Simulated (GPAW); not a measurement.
Runs of GPAW 26.7.0 on ZrS2. It takes space group P-3m1 (No. 164, trigonal). Conventional cell: a = 3.691 Å, b = 3.691 Å, c = 6.041 Å, α = 90.00°, β = 90.00°, γ = 120.00°. Zr (site symmetry -3m) has 6 S at 2.57 Å as nearest neighbours. S (site symmetry 3m) has 3 Zr at 2.57 Å as nearest neighbours. The cell is a database's computed one.

| task | level | spin | k mesh | cutoff (eV) | maxiter | band path | band points | spin axis theta (degrees) | spin axis phi (degrees) | mesh quality | gap on the mesh (eV) | pressure (GPa) | largest force (eV/Å) |
| --- | --- | --- | --- | --- | --- | --- | --- | --- | --- | --- | --- | --- | --- |
| band structure | r2SCAN | SOC, no magnetisation | 6 × 6 × 4 | 600 | 150 | GMKGALHA,LM,KH | 80 | 90 | 45 | not flagged | 1.37 | -0.2 | 0.04 |
| single point | HSE06 | off | 4 × 4 × 2 | 500 | 60 | - | - | - | - | coarse | 1.86 | - | 0.19 |
| band structure | r2SCAN | off | 8 × 8 × 5 | 600 | 150 | GMKGALHA,LM,KH | 100 | - | - | not flagged | 1.37 | -0.2 | 0.04 |
| single point | PBE0 | off | 4 × 4 × 2 | 450 | 60 | - | - | - | - | coarse | 2.57 | - | (a) |

Alike in all rows: potentials or basis GPAW PAW data sets (gpaw-data 1.2.1), pw; cell as given; smearing fermi-dirac 0.05 eV.

Estimate the missing entries.

(a) 0.22.

Caveats: some runs use coarse meshes; the PAW data sets were made with another functional, which shifts forces and pressure a little; exact exchange converges slowly with the k mesh, and this mesh is small (some runs); this functional lacks dispersion, which binds the layers, so the pressure and a relaxed spacing across them are unreliable (some runs); spin-orbit coupling was added after a scalar SCF, so levels and gaps hold it while energy, forces, pressure and moments don't (some runs); this program's spin-orbit splittings come out too wide for heavy elements (some runs).

A k mesh can miss the band edges, and rows without SOC leave out spin-orbit coupling on Zr.

Runs at the PBE level aren't shown here.
